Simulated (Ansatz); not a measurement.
MgO in Ansatz: convergence with k mesh

The system is MgO.

```
CELL_PARAMETERS angstrom
2.93802 0.00000 0.00000
-1.46901 2.54440 0.00000
0.00000 0.00000 2.67968
ATOMIC_POSITIONS crystal
Mg 0.00894 0.00303 0.00281
O 0.34020 0.65774 0.50280
```

The cell comes from a database or a generator and needn't be the stable form of this composition.

The cell isn't the ideal one: atoms moved at random, drawn with an rms of 0.05 Å.

| Quantity | Value |
| --- | --- |
| Program | Ansatz 0.2.0 |
| Task | convergence study |
| Functional | r2SCAN |
| Potentials or basis | Ansatz PAW |
| Cutoff | 500 eV (not typed: the program's choice for these potentials) |
| k mesh | 3 × 3 × 3 |
| Occupations | gaussian, width 0.1 eV |
| Spin | no spin polarisation |

These are the settings of the first run; the series varies k mesh, with any setting tied to it.

Hardware: 2 threads of Arm Neoverse V2, on a shared host.

Task: The values tried are 3 × 3 × 3, 4 × 4 × 4, 5 × 5 × 5, 6 × 6 × 6, 8 × 8 × 7, 9 × 9 × 9, 12 × 12 × 11, 14 × 14 × 14, 17 × 17 × 16, loosest first. From which on does the pressure stay within 0.1 GPa of the tightest run that finished?

Result: From 4 × 4 × 4 on.

```tsv
k mesh	energy less the tightest run, at zero smearing (meV/atom)	pressure (GPa)	largest force (eV/Å)	gap on the mesh (eV)	SCF cycles	CPU time (s)	peak memory (GiB)
3 × 3 × 3	48.94	-4.73	0.110	3.728	6	1.7	0.29
4 × 4 × 4	9.33	-5.11	0.113	3.813	6	2.2	0.3
5 × 5 × 5	1.88	-5.15	0.113	3.796	6	2.6	0.31
6 × 6 × 6	0.46	-5.15	0.113	3.784	6	3.8	0.33
8 × 8 × 7	0.09	-5.15	0.113	3.791	6	5.6	0.35
9 × 9 × 9	0.01	-5.15	0.113	3.785	6	7.8	0.39
12 × 12 × 11	0.00	-5.15	0.113	3.785	6	15	0.47
14 × 14 × 14	0.00	-5.15	0.113	3.786	6	27	0.59
17 × 17 × 16	0.00	-5.15	0.113	3.786	6	43	0.76
```

Against the tightest run, the energy stays within 1 meV/atom from 6 × 6 × 6 on; the largest force stays within 0.005 eV/Å from 3 × 3 × 3 on; the gap on the mesh stays within 0.01 eV from 6 × 6 × 6 on. Meshes of other sizes hit other points, so gaps and Fermi surfaces needn't settle smoothly. The tightest run that finished is the yardstick and may itself not be fully converged.

Caveat, for the tightest run too: odd divisions of the mesh miss points on the zone boundary, where band edges often lie, so the gap on the mesh can be too wide; the PAW data sets come from PBE, with cores solved anew for the run's functional, which leaves a small shift of forces and pressure.
